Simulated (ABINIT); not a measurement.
Sb:

```
Sb
1.0
    -1.87134    1.87134    1.87134
     1.87134   -1.87134    1.87134
     1.87134    1.87134   -1.87134
Sb
1
Direct
  0.00000 0.00000 0.00000
```

This isn't the form of Sb at room conditions, which is rhombohedral.

Base run:

| Property | Result |
| --- | --- |
| Program | ABINIT 10.8.3 (patched build) |
| Functional | SCAN |
| Potentials or basis | JTH PAW PBE v2.0 |
| Cutoff | 517 eV |
| k mesh | 10 × 10 × 10 |
| Occupations | fermi-dirac, width 0.05 eV |
| Spin | no spin polarisation |

Its results: band gap on the k mesh none (metal or under the smearing width); pressure 0.6 GPa.

Q: After a change of settings the same cell gave: band gap on the k mesh none (metal or under the smearing width); pressure 2.4 GPa. Which change was it?
A. functional from SCAN to AM05
B. functional from SCAN to r2SCAN
C. functional from SCAN to BLYP
D. functional from SCAN to LDA

A: B.

Caveats: the PAW data sets were made with another functional, which shifts forces and pressure a little; spin-orbit coupling is left out, which moves the levels of the heavy elements.
